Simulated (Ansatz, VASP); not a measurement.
**One calculation of SiC, two programs**

```
Si C
1.0
     3.07600    0.00000    0.00000
    -1.53800    2.66389    0.00000
     0.00000    0.00000    4.94704
Si C
2 2
Direct
  0.33333 0.66667 0.00000
  0.66667 0.33333 0.50000
  0.33333 0.66667 0.38500
  0.66667 0.33333 0.88500
```

Change from the starting cell: zz strain of -2 %.

Alike in both runs: task single point; functional PBEsol; k mesh 15 × 15 × 8; occupations fermi-dirac, width 0.08 eV; no spin polarisation.

|  | VASP | Ansatz |
| --- | --- | --- |
| version | VASP 6.6.1 | Ansatz 0.2.0 |
| potentials or method | VASP PAW PBE potentials, release 64 (Si, C), cutoff 520 eV | all-electron LAPW, scalar-relativistic |

|  | VASP | Ansatz | Ansatz less VASP |
| --- | --- | --- | --- |
| pressure (GPa) | 4.9 | 4.5 | -0.43 |
| largest component of the traceless stress (GPa) | 3.56 | 3.57 | +0.009 |
| rms of the force components (eV/Å) | 0.337 | 0.336 | -0.0009 |

Atom by atom the forces differ by 0.001 eV/Å (rms over components). Ansatz ran all-electron here, so the differences hold the error of VASP's frozen core and of both bases.

Caveats: the PAW data sets were made with another functional, which shifts forces and pressure a little (VASP). A k mesh can miss the band edges.
